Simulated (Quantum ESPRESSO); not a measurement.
# Habitual settings against a tight run: LaAlO3 (Pm-3m, 5 atoms in the cell)

Self-consistent single point.

```
CELL_PARAMETERS angstrom
      3.73642     0.00000     0.00000
      0.00000     3.73642     0.00000
      0.00000     0.00000     3.73642
ATOMIC_POSITIONS crystal
  La 0.50000 0.50000 0.50000
  Al 0.00000 0.00000 0.00000
  O  0.00000 0.50000 0.00000
  O  0.50000 0.00000 0.00000
  O  0.00000 0.00000 0.50000
```

Method of the run: PBE, GBRV 1.5 ultrasoft (PBE) pseudopotentials (plane waves; Quantum ESPRESSO).

Base settings: ecutwfc = 40 Ry; ecutrho = 200 Ry; occupations = smearing; smearing = gaussian; degauss = 0.0036749 Ry; potentials = {La: la_pbe_v1.uspp.F.UPF, Al: al_pbe_v1.uspp.F.UPF, O: o_pbe_v1.2.uspp.F.UPF}; K_POINTS = automatic 7 7 7 0 0 0; conv_thr = 1e-11 Ry; mixing_beta = 0.3.

Tight run (finer mesh or higher cutoff; not a proven limit): ecutwfc: 40 Ry → 56 Ry; ecutrho: 200 Ry → 280 Ry; conv_thr: 1e-11 Ry → 7.3e-11 Ry; K_POINTS: automatic 7 7 7 0 0 0 → automatic 10 10 10 0 0 0. It gave top of the valence band (on the code's own zero) 12.26 eV; gap on the k-point mesh 3.60 eV; pressure 13.93 GPa.

Quick runs, as changes from the base:
- A: the base itself
- B: ecutwfc: 40 Ry → 28 Ry; ecutrho: 200 Ry → 140 Ry; degauss: 0.0036749 Ry → 0.0099958 Ry; K_POINTS: automatic 7 7 7 0 0 0 → automatic 4 4 4 0 0 0
- C: ecutwfc: 40 Ry → 20 Ry; ecutrho: 200 Ry → 100 Ry; smearing: gaussian → fermi-dirac; degauss: 0.0036749 Ry → 0.019992 Ry; K_POINTS: automatic 7 7 7 0 0 0 → automatic 8 8 8 0 0 0
- D: ecutwfc: 40 Ry → 32 Ry; ecutrho: 200 Ry → 160 Ry; K_POINTS: automatic 7 7 7 0 0 0 → automatic 2 2 2 1 1 1
- E: ecutwfc: 40 Ry → 24 Ry; ecutrho: 200 Ry → 120 Ry; smearing: gaussian → marzari-vanderbilt; degauss: 0.0036749 Ry → 0.036749 Ry; conv_thr: 1e-11 Ry → 7.3e-06 Ry; pseudopotentials: {La: la_pbe_v1.uspp.F.UPF, Al: al_pbe_v1.uspp.F.UPF, O: o_pbe_v1.2.uspp.F.UPF} → {La: la_lda_v1.uspp.F.UPF, Al: al_lda_v1.uspp.F.UPF, O: o_lda_v1.2.uspp.F.UPF}; K_POINTS: automatic 7 7 7 0 0 0 → automatic 1 1 1 1 1 1 [LDA (PZ)]
- F: ecutwfc: 40 Ry → 28 Ry; ecutrho: 200 Ry → 140 Ry; smearing: gaussian → fermi-dirac; degauss: 0.0036749 Ry → 0.036749 Ry; K_POINTS: automatic 7 7 7 0 0 0 → automatic 8 8 8 1 1 1

Energies are extrapolated to zero smearing width, which holds to low order in the width alone (under cold and Methfessel-Paxton smearing the free energy itself is taken).

Dashes: gap of A, D, E, left out as unsure on this mesh or at this smearing; energy of E, another energy zero; pressure of E, not trusted under this conv_thr with d or f elements.

Gaps are read on each run's own mesh, which may miss the band edges.

† marks runs with another functional, U, potentials or spin treatment: their distance from the tight run is not a convergence error alone.

The count of work is k-points × plane waves × bands × iterations; it is no time. 

The starting cell comes from a database of computed structures (which also holds hypothetical and non-ambient phases and stackings), without a prior relaxation at this level. Its lattice was rescaled by a random factor within 2.5 % of one. In the base run, with a pressure of about 14 GPa the cell is away from its equilibrium volume at this level.

```csv
run,energy less tight (meV/atom),pressure less tight (GPa),gap on the mesh less tight (eV),count of work / tight
A,5.7,0.16,–,0.19
B,164.1,-15.88,0.002,0.061
C,1772.6,-99.45,0.031,0.15
D,89.5,-3.12,–,0.0094
E†,–,–,–,0.0036
F,172.5,-15.28,0.324,0.18
```

Among the runs at the tight run's level, the energy misses run from 5.7 to 1772.6 meV/atom.
